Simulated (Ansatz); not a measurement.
The same path of a periodic cell of 17 atoms, Li (surface Li(110), adsorbate Li) was run twice with different band settings.

Theory: DFT PBE, scalar-relativistic, plane waves, PAW in Ansatz 0.2.0. Settings: cutoff 420 eV, k mesh 4x5x1, gaussian smearing 0.15 eV, no spin polarisation.

Relaxed end points:

```xyz
17
Lattice="6.9800 0.0000 0.0000 3.4900 4.9356 0.0000 0.0000 0.0000 19.4034" Properties=species:S:1:pos:R:3
Li 0.000 2.468 1.000
Li 3.490 2.468 1.000
Li 1.745 4.936 1.000
Li 5.235 4.936 1.000
Li -0.018 -0.009 3.264
Li 3.506 -0.009 3.281
Li 1.742 2.450 3.316
Li 5.235 2.473 3.338
Li 0.047 2.452 5.811
Li 3.439 2.438 5.812
Li 1.761 4.970 5.647
Li 5.213 4.894 5.584
Li 0.051 -0.124 7.948
Li 3.439 -0.101 7.897
Li 1.714 2.382 8.401
Li 5.249 2.315 8.298
Li 5.314 4.728 10.310
```

```xyz
17
Lattice="6.9800 0.0000 0.0000 3.4900 4.9356 0.0000 0.0000 0.0000 19.4034" Properties=species:S:1:pos:R:3
Li 0.000 2.468 1.000
Li 3.490 2.468 1.000
Li 1.745 4.936 1.000
Li 5.235 4.936 1.000
Li 0.000 0.005 3.338
Li 3.487 -0.018 3.316
Li 1.761 2.459 3.281
Li 5.217 2.459 3.264
Li -0.022 2.426 5.584
Li 3.506 2.503 5.647
Li 1.694 4.906 5.812
Li 5.282 4.920 5.811
Li 0.014 -0.153 8.298
Li 3.459 -0.086 8.401
Li 1.694 2.367 7.897
Li 5.286 2.344 7.948
Li 7.059 2.260 10.310
```

Common settings: climbing image yes; optimiser quadratic models (default); force threshold 0.05 eV/Å; end points relaxed; atoms held 1 to 4.

| run | movable images | spring | start path | iteration limit |
| --- | --- | --- | --- | --- |
| 1 | 5 | 1.0 eV/Å² | IDPP | 42 |
| 2 | 3 | 5.0 eV/Å² | default | 10 |

(1) What does each run give, and how far can it be trusted?

## Answers

(1) Run 1: converged after 4 iterations, highest image 0.022 eV above the first end. By the program's own check the climbing image is of a kind that is not told: the force calls were inconclusive, a negative curvature could not be distinguished from the path's own, the only one lies far off the path, or fixed occupations may fill a level only in part (lowest curvatures found: -0.08 and -0.01 eV/Å²).
Run 2: converged after 5 iterations, highest image 0.022 eV above the first end. The order of the stationary point at the top wasn't checked.
Limits of this set-up: coarse k mesh, thin slab, slab without dipole correction.
